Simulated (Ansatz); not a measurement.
Ge, 2 atoms in the cell. Symmetry: Fd-3m, No. 227, cubic system. Conventional cell: a = 5.658 Å, b = 5.658 Å, c = 5.658 Å, α = 90.00°, β = 90.00°, γ = 90.00°. Ge (site symmetry -43m) is surrounded by 4 Ge at 2.45 Å. 

- Program: Ansatz 0.2.0
- Task: single point
- Functional: PBE
- Potentials or basis: all-electron LAPW, scalar-relativistic
- Cutoff: 316 eV (chosen from the basis error)
- Basis error allowed: 0.001 eV/atom
- k mesh: 8 × 8 × 8
- Occupations: gaussian, width 0.023 eV
- Spin: no spin polarisation

Potentials or basis: all-electron LAPW, scalar-relativistic.

Launch:

```console
$ ansatz run input.yaml --threads 1 --pin off --max-ram 3072MiB --backend cpu --events-out ev --progress --plain --runs-dir out
```

Hardware: 1 thread of Intel(R) Xeon(R) Processor @ 2.70GHz, with other jobs on the host.

Estimate the wall time of this run.

It took 8.8 s on 1 thread of Intel(R) Xeon(R) Processor @ 2.70GHz, with other jobs on the host, peak memory 0.31 GiB. Counts: scf iterations 7, plane waves 561, k points 29, bands 27.
